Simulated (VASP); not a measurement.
# Hf, self-consistent run: which settings are enough?

Hf, I4/mmm (no. 139), 1 atom in the cell. RevPBE; PAW potentials Hf_pv (PBE set). VASP 6.6.1.

Wanted: stress within 0.2 GPa.

What the run is for: stress; Accuracy asked: standard.

POSCAR:
```
Hf
1.0
   -1.8050000000      1.8050000000      1.7869500000
    1.8050000000     -1.8050000000      1.7869500000
    1.8050000000      1.8050000000     -1.7869500000
Hf
1
Direct
    0.0000000000      0.0000000000      0.0000000000
```

The series start from Plane-wave cutoff (eV): 290; Smearing width (eV): 0.03; k-point mesh: 14 × 14 × 14; Precision mode (PREC): Accurate; Electronic threshold (eV): 1e-6; Bands in all (NBANDS): 14; Aspherical gradient terms in the spheres (LASPH): yes; Electronic algorithm: ALGO=Normal; Use of symmetry (ISYM): defaults; Density mixing: defaults. Each series keeps the choices made before it, and each single choice may use up half of a tolerance.

## Plane-wave cutoff (eV)

| Plane-wave cutoff (eV) | Stress, largest deviation (GPa) | SCF iterations | Time (s) |
|---|---|---|---|
| 180 | 7.81 | 11 | 8.3 |
| 220 | 1.12 | 12 | 11 |
| 250 | 0.66 | 12 | 11 |
| 290 | 0.44 | 11 | 20 |
| 330 | 0.20 | 12 | 24 |
| 380 | 0.08 | 12 | 27 |
| 460 | 0.04 | 11 | 26 |
| 580 (reference) | 0.00 | 11 | 28 |

Chosen: 380, the loosest value from which every tighter one stays within half of the tolerance.

## Smearing width (eV)

| Smearing width (eV) | Stress, largest deviation (GPa) | SCF iterations | Time (s) |
|---|---|---|---|
| 0.15 | 0.74 | 11 | 26 |
| 0.1 | 0.33 | 11 | 26 |
| 0.07 | 0.12 | 11 | 25 |
| 0.05 | 0.04 | 11 | 25 |
| 0.03 | 0.03 | 12 | 27 |
| 0.02 (reference) | 0.00 | 12 | 26 |

Chosen: 0.05.

## k-point mesh

| k-point mesh | Stress, largest deviation (GPa) | SCF iterations | Time (s) |
|---|---|---|---|
| 5 × 5 × 5 | 1.47 | 11 | 3.4 |
| 6 × 6 × 6 | 0.59 | 12 | 4.8 |
| 8 × 8 × 8 | 0.46 | 11 | 7.3 |
| 9 × 9 × 9 | 0.30 | 11 | 8.7 |
| 12 × 12 × 12 | 0.08 | 11 | 19 |
| 14 × 14 × 14 | 0.09 | 11 | 25 |
| 17 × 17 × 17 | 0.05 | 11 | 46 |
| 20 × 20 × 20 (reference) | 0.00 | 11 | 66 |

Chosen: 12 × 12 × 12.

## Precision mode (PREC)

| Precision mode (PREC) | Stress, largest deviation (GPa) | SCF iterations | Time (s) |
|---|---|---|---|
| SingleN | 0.06 | 11 | 8.0 |
| Normal | 0.00 | 11 | 8.4 |
| Single | 0.02 | 11 | 19 |
| Accurate (reference) | 0.00 | 11 | 19 |

Chosen: SingleN.

## Electronic threshold (eV)

| Electronic threshold (eV) | Stress, largest deviation (GPa) | SCF iterations | Time (s) |
|---|---|---|---|
| 0.001 | 0.24 | 9 | 7.1 |
| 0.0001 | 0.23 | 9 | 7.3 |
| 1e-5 | 0.16 | 10 | 8.1 |
| 1e-6 | 0.00 | 11 | 8.0 |
| 1e-7 | 0.01 | 12 | 9.1 |
| 1e-8 (reference) | 0.00 | 14 | 10 |

Chosen: 1e-6.

## Bands in all (NBANDS)

| Bands in all (NBANDS) | Stress, largest deviation (GPa) | SCF iterations | Time (s) |
|---|---|---|---|
| 6 | 0.02 | 12 | 4.9 |
| 7 | 0.01 | 11 | 5.4 |
| 9 | 0.01 | 11 | 6.3 |
| 11 | 0.01 | 11 | 7.1 |
| 14 | 0.01 | 11 | 8.0 |
| 23 (reference) | 0.00 | 11 | 14 |

Chosen: 6.

## Aspherical gradient terms in the spheres (LASPH)

| Aspherical gradient terms in the spheres (LASPH) | Stress, largest deviation (GPa) | SCF iterations | Time (s) |
|---|---|---|---|
| yes | 0.00 | 12 | 4.9 |
| no | 0.00 | 12 | 4.0 |

Chosen: yes; no other choice that stays within half of the tolerance saves 30 % of the time.

## Electronic algorithm

| Electronic algorithm | Stress, largest deviation (GPa) | SCF iterations | Time (s) |
|---|---|---|---|
| ALGO=Normal | 0.00 | 12 | 4.9 |
| ALGO=Fast | 0.03 | 14 | 6.0 |
| ALGO=VeryFast | 1.16 | 44 | 14 |
| ALGO=All ISEARCH=1 | 0.01 | 18 | 8.2 |
| ALGO=All ISEARCH=0 | 0.01 | 18 | 8.3 |
| ALGO=Damped TIME=0.4 | 0.01 | 45 | 14 |
| ALGO=Damped TIME=0.1 | 0.01 | 76 | 23 |

Chosen: ALGO=Normal.

## Use of symmetry (ISYM)

| Use of symmetry (ISYM) | Stress, largest deviation (GPa) | SCF iterations | Time (s) |
|---|---|---|---|
| defaults | 0.00 | 12 | 4.9 |
| ISYM=1 | 0.00 | 12 | 5.0 |
| ISYM=0 | 0.00 | 12 | 20 |
| ISYM=-1 | 0.00 | 12 | 38 |

Chosen: defaults.

## Density mixing

| Density mixing | Stress, largest deviation (GPa) | SCF iterations | Time (s) |
|---|---|---|---|
| defaults | 0.00 | 12 | 4.9 |
| AMIX=0.6 | 0.00 | 11 | 4.5 |
| AMIX=0.4 IMIX=1 | 0.03 | 14 | 5.7 |
| AMIX=0.4 AMIN=0.6 IMIX=2 | 0.12 | 25 | 9.0 |
| BMIX=2.0 | 0.01 | 12 | 4.9 |
| AMIX=0.1 | 0.00 | 13 | 5.3 |
| MAXMIX=-10 | 0.00 | 12 | 4.9 |

Chosen: defaults.

## All choices together

| Input | Stress, largest deviation (GPa) | Time (s) |
|---|---|---|
| the program's defaults (naive) | 2.74 | 0.8 |
| chosen settings | 0.03 | 4.9 |
| reference settings throughout | 0.00 | 160 |

The tolerance is met.

Values of the reference run: Stress: -2.352, 0, 0, 0, -2.352, 0, 0, 0, -2.806 GPa.

## The input

INCAR:
```
SYSTEM = Hf
GGA = RE
ISMEAR = -1
SIGMA = 0.05
LWAVE = .False.
LCHARG = .False.
ISIF = 2
PREC = SingleN
LASPH = .True.
LREAL = .False.
ALGO = Normal
EDIFF = 1E-6
NELM = 120
GGA_COMPAT = .False.
ENCUT = 380
NBANDS = 6
```

KPOINTS:
```
Automatic mesh
0
Gamma
  12 12 12
  0 0 0
```

Commands:
```
cat potpaw_PBE.64/Hf_pv/POTCAR > POTCAR
mpirun -np 1 vasp_std > vasp.out
```

The chosen input took VASP 6.6.1 4.9 s on 1 core (Intel Xeon Platinum 8259CL @ 2.50GHz (Skylake/Cascade Lake)), a shared host.

## An input that fails: too few bands

VASP's message: The number of bands is not sufficient to hold all electrons. I am sorry, but this calculation does not make sense. If you want to calculate only selected states, you need to set either EFERMI or EREF. EREF specifies around which energy states are supposed to be calculated. I found NBANDS = 4, NELECT = ….

Changes against the starting input:
```
- NELM = 120
- NBANDS = 14
+ NELM = 100
+ NBANDS = 4
```
